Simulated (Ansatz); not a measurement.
Frozen normal mode in BN

Theory: DFT PBE, scalar-relativistic, plane waves, PAW (Ansatz). Cutoff 420 eV, Γ-centred 12×12×6 k-points, Gaussian smearing of 0.05 eV. No spin polarisation. Energies are free energies at this smearing, counted from the undisturbed cell; pressure is positive in compression.

The starting cell (as given, not relaxed at this level; it stands at 0.0 GPa; this wurtzite form isn't the usual structure):

```xyz
4
Lattice="2.5539 0.0000 0.0000 -1.2770 2.2118 0.0000 0.0000 0.0000 4.2269" Properties=species:S:1:pos:R:3 pbc="T T T"
B     1.2770    0.7373    4.2257
B     0.0000    1.4745    2.1123
N     1.2770    0.7373    2.6430
N     0.0000    1.4745    0.5295
```

A zone-centre mode of this cell is frozen in: each atom moves by x times its row below, so x is the largest displacement.
```
atom ux uy uz
  B1  0.000   0.934  0.000
  B2  0.000  -0.934  0.000
  N3  0.000  -1.000  0.000
  N4  0.000   1.000  0.000
```

(x (Å), ΔE (meV/cell)): (-0.3000, 1645.8), (-0.2250, 951.1), (-0.1500, 428.2), (-0.0750, 107.6), (0.0000, 0.0), (0.0750, 108.3), (0.1500, 435.7), (0.2250, 985.8), (0.2625, 1343.4), (0.3000, 1753.2)